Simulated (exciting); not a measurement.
# SiC (Moissanite 3C) (F-43m) in exciting: further runs, part 2 of 2

exciting (release sodium). Earlier steps stand in the parts before.

### Step 4. Band structure, LDA

File input.xml:

```xml
<input>
  <title>SiC</title>
  <structure speciespath="./" tshift="false">
    <crystal scale="1">
      <basevect>0.000000000000 4.117713225560 4.117713225560</basevect>
      <basevect>4.117713225560 0.000000000000 4.117713225560</basevect>
      <basevect>4.117713225560 4.117713225560 0.000000000000</basevect>
    </crystal>
    <species speciesfile="Si.xml" rmt="1.96">
      <atom coord="0.000000000000 0.000000000000 0.000000000000"/>
    </species>
    <species speciesfile="C.xml" rmt="1.42">
      <atom coord="0.750000000000 0.750000000000 0.750000000000"/>
    </species>
  </structure>
  <groundstate do="fromscratch" ngridk="10 10 10" rgkmax="7.5" gmaxvr="14" lmaxapw="10" lmaxmat="10" lmaxvr="8" xctype="LDA_PW" stype="Fermi Dirac" swidth="0.00183747" nempty="10" ValenceRelativity="iora*" epsengy="1e-05" epspot="1e-05" maxscl="60" outputlevel="low"/>
  <properties>
    <bandstructure>
      <plot1d>
        <path steps="80">
          <point coord="0 0 0" label="G"/>
          <point coord="0.5 0 0.5" label="X"/>
          <point coord="0.5 0.25 0.75" label="W"/>
          <point coord="0.375 0.375 0.75" label="K"/>
          <point coord="0 0 0" label="G"/>
          <point coord="0.5 0.5 0.5" label="L"/>
          <point coord="0.625 0.25 0.625" label="U"/>
          <point coord="0.5 0.25 0.75" label="W"/>
          <point coord="0.5 0.5 0.5" label="L"/>
          <point coord="0.375 0.375 0.75" label="K" breakafter="true"/>
          <point coord="0.625 0.25 0.625" label="U"/>
          <point coord="0.5 0 0.5" label="X"/>
        </path>
      </plot1d>
    </bandstructure>
    <dos nwdos="300" winddos="-0.6 0.5" inttype="tetra" ngrdos="100" nsmdos="1" lmirep="true"/>
    <chargedensityplot>
      <plot3d>
        <box grid="16 16 16">
          <origin coord="0 0 0"/>
          <point coord="1 0 0"/>
          <point coord="0 1 0"/>
          <point coord="0 0 1"/>
        </box>
      </plot3d>
    </chargedensityplot>
    <elfplot>
      <plot3d>
        <box grid="16 16 16">
          <origin coord="0 0 0"/>
          <point coord="1 0 0"/>
          <point coord="0 1 0"/>
          <point coord="0 0 1"/>
        </box>
      </plot3d>
    </elfplot>
    <exccplot>
      <plot3d>
        <box grid="16 16 16">
          <origin coord="0 0 0"/>
          <point coord="1 0 0"/>
          <point coord="0 1 0"/>
          <point coord="0 0 1"/>
        </box>
      </plot3d>
    </exccplot>
  </properties>
</input>
```

Command:

```sh
$ OMP_NUM_THREADS=1 exciting_smp
```

Wall time 2.7 min (1 thread of Arm Neoverse V1, shared host); peak memory 0.12 GiB.

The run converged. Its results:

```yaml
Free_energy: -8894.6977 eV
Band_gap_on_the_k_mesh: 1.32 eV, indirect (least direct gap 4.51 eV)
Band_gap_along_the_path: 1.32 eV, indirect (least direct gap 4.51 eV)
```

Levels at the corners of the path, in eV from the valence-band top:
| point | band 1 | band 2 | band 3 | band 4 | band 5 | band 6 | band 7 | band 8 | band 9 |
| --- | --- | --- | --- | --- | --- | --- | --- | --- | --- |
| Γ | -15.32 | 0.00 | 0.00 | 0.00 | 6.28 | 7.20 | 7.20 | 7.20 | 14.47 |
| X | -10.22 | -7.82 | -3.19 | -3.19 | 1.32 | 4.19 | 13.83 | 13.83 | 14.55 |
| W | -9.97 | -7.04 | -5.02 | -4.71 | 5.14 | 9.33 | 9.37 | 9.62 | 14.02 |
| K | -10.22 | -7.29 | -5.57 | -2.60 | 3.04 | 7.65 | 11.71 | 12.30 | 12.87 |
| Γ | -15.32 | 0.00 | 0.00 | 0.00 | 6.28 | 7.20 | 7.20 | 7.20 | 14.47 |
| L | -11.70 | -8.55 | -1.06 | -1.06 | 5.38 | 7.14 | 7.14 | 9.92 | 15.94 |
| U | -10.22 | -7.29 | -5.57 | -2.60 | 3.04 | 7.65 | 11.71 | 12.30 | 12.87 |
| W | -9.97 | -7.04 | -5.02 | -4.71 | 5.14 | 9.33 | 9.37 | 9.62 | 14.02 |
| L | -11.70 | -8.55 | -1.06 | -1.06 | 5.38 | 7.14 | 7.14 | 9.92 | 15.94 |
| K | -10.22 | -7.29 | -5.57 | -2.60 | 3.04 | 7.65 | 11.71 | 12.30 | 12.87 |
| U | -10.22 | -7.29 | -5.57 | -2.60 | 3.04 | 7.65 | 11.71 | 12.30 | 12.87 |
| X | -10.22 | -7.82 | -3.19 | -3.19 | 1.32 | 4.19 | 13.83 | 13.83 | 14.55 |

States per cell in windows of 1 eV (zero at the valence-band top; states under -8 eV left out):
```csv
from (eV),total,C2 p,Si1 p,Si1 s,Si1 d,C2 s,C2 d
-8.0,0.75,0.11,0.05,0.17,0.01,0.03,0.00
-7.0,0.49,0.08,0.04,0.08,0.01,0.04,0.00
-6.0,0.47,0.09,0.06,0.04,0.01,0.03,0.00
-5.0,0.70,0.15,0.10,0.04,0.02,0.02,0.00
-4.0,0.96,0.24,0.16,0.03,0.02,0.02,0.00
-3.0,1.07,0.31,0.18,0.02,0.03,0.01,0.00
-2.0,1.03,0.35,0.15,0.01,0.05,0.01,0.00
-1.0,0.45,0.18,0.05,0.00,0.03,0.00,0.00
0.0,0.00,0.00,0.00,0.00,0.00,0.00,0.00
1.0,0.04,0.00,0.00,0.00,0.00,0.00,0.00
2.0,0.16,0.01,0.01,0.00,0.02,0.01,0.00
3.0,0.30,0.02,0.03,0.01,0.03,0.01,0.00
4.0,0.65,0.07,0.05,0.04,0.07,0.01,0.01
5.0,0.80,0.06,0.07,0.09,0.08,0.03,0.01
6.0,0.53,0.04,0.06,0.06,0.04,0.04,0.01
7.0,1.45,0.13,0.26,0.11,0.10,0.09,0.02
```

### Step 5. The reference run

An earlier run on the cell as given: functional PBE; potentials or basis all-electron LAPW+lo, shipped species files, valence relativity iora*; rgkmax 7.5; k mesh 10 × 10 × 10; occupations fermi-dirac, width 0.05 eV; no spin polarisation.

- Band gap on the k mesh: 1.36 eV, indirect (least direct gap 4.55 eV)
- All electrons inside the program's atomic spheres: Si 11.82; C 4.28 (radii Si 1.96, C 1.42 bohr)

### Step 6. Summary

| task | level | k mesh | smearing | q or response mesh | exchange-correlation kernel | scissor shift (eV) | gqmax (local fields) | broadening | rgkmax | gap on the mesh (eV) |
| --- | --- | --- | --- | --- | --- | --- | --- | --- | --- | --- |
| TDDFT spectrum | PBE | 7 × 7 × 7 | gaussian 0.005 eV | 8 × 8 × 8 | RBO | 0.5 eV | 2 1/bohr | 0.19048 eV | 6 | 1.60 |
| band structure | PBE | 10 × 10 × 10 | fermi-dirac 0.05 eV | - | - | - | - | - | 7.5 | 1.36 |
| band structure | LDA | 10 × 10 × 10 | fermi-dirac 0.05 eV | - | - | - | - | - | 7.5 | 1.32 |
| single point | PBE | 10 × 10 × 10 | fermi-dirac 0.05 eV | - | - | - | - | - | 7.5 | 1.36 |

Alike in all rows: potentials or basis all-electron LAPW+lo, shipped species files, valence relativity iora*; no spin polarisation; cell as given.

On the cell as given the gap runs from 1.32 eV (LDA) to 1.60 eV (PBE); the meshes differ, which moves gaps too.

Caveats: the scissor shift is a trial value, not fitted to this crystal (some runs); spectra need much finer meshes, so this one isn't converged (some runs); an odd mesh through Γ misses points on the zone boundary, where band edges often lie (some runs).

Compare energies only between runs with the same functional and basis.

### Step 7. Against experiment

Step 2. The gap isn't set beside the deposited one, since this odd mesh misses points on the zone boundary.

Step 3. Measured gap of SiC: 2.4 eV (indirect; quoted in “Insight into the structural, elastic and electronic properties of a new orthorhombic 6O-SiC polytype”, 2020, pmc:7200658). This calculation gives 1.36 eV (-1.04 eV). The value is that of PBE, without temperature or zero-point motion. Semilocal functionals fall short of measured gaps as a rule.

Step 4. A measured gap of SiC is 2.4 eV (indirect; quoted in “Insight into the structural, elastic and electronic properties of a new orthorhombic 6O-SiC polytype”, 2020, pmc:7200658); the calculated 1.32 eV misses it by -1.08 eV. The value is that of LDA, without temperature or zero-point motion. Semilocal functionals fall short of measured gaps as a rule.
